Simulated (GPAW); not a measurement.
Runs of GPAW 26.7.0 on SiC (Moissanite). Symmetry: P6_3mc, No. 186, hexagonal system. The conventional cell has a = 3.076 Å, b = 3.076 Å, c = 5.048 Å, α = 90.00°, β = 90.00°, γ = 120.00°. Si (site symmetry 3m) has 4 C at 1.87 to 1.94 Å as nearest neighbours. C (site symmetry 3m) has 4 Si at 1.87 to 1.94 Å as nearest neighbours. 

```csv
task,level,potentials or basis,cell,k mesh,cutoff (eV),smearing,maxiter,response ecut,frequency,extrapolate,qp bands,mesh quality,gap on the mesh (eV),pressure (GPa),largest force (eV/Å)
single point,TB-mBJ,"GPAW PAW data sets for LDA (gpaw-data 1.2.1), pw",as given,8 × 8 × 4,800,fermi-dirac 0.05 eV,150,-,-,-,-,not flagged,3.50,-,-
single point,PBEsol,"PAW data sets generated in the run's folder for this functional, pw","atoms moved at random, drawn with an rms of 0.05 Å",10 × 10 × 5,800,fermi-dirac 0.05 eV,150,-,-,-,-,not flagged,2.19,1.5,1.51
single point,PBEsol,"PAW data sets generated in the run's folder for this functional, pw",as given,10 × 10 × 5,800,fermi-dirac 0.05 eV,150,-,-,-,-,not flagged,2.32,1.5,0.76
single point,PBE,"GPAW PAW data sets (gpaw-data 1.2.1), pw",as given,8 × 8 × 4,600,fermi-dirac 0.05 eV,120,-,-,-,-,not flagged,(a),5.2,(b)
```

Alike in all rows: no spin polarisation.

Fill in the values left out.

(a) 2.57; (b) 0.77.

Caveats: an odd mesh through Γ misses points on the zone boundary, where band edges often lie (some runs); a model potential gives levels but no total energy (some runs); the PAW data sets were made with another functional, which shifts forces and pressure a little (some runs); the cutoff is short for stress and forces, so pressures can be off by a GPa or more (some runs).
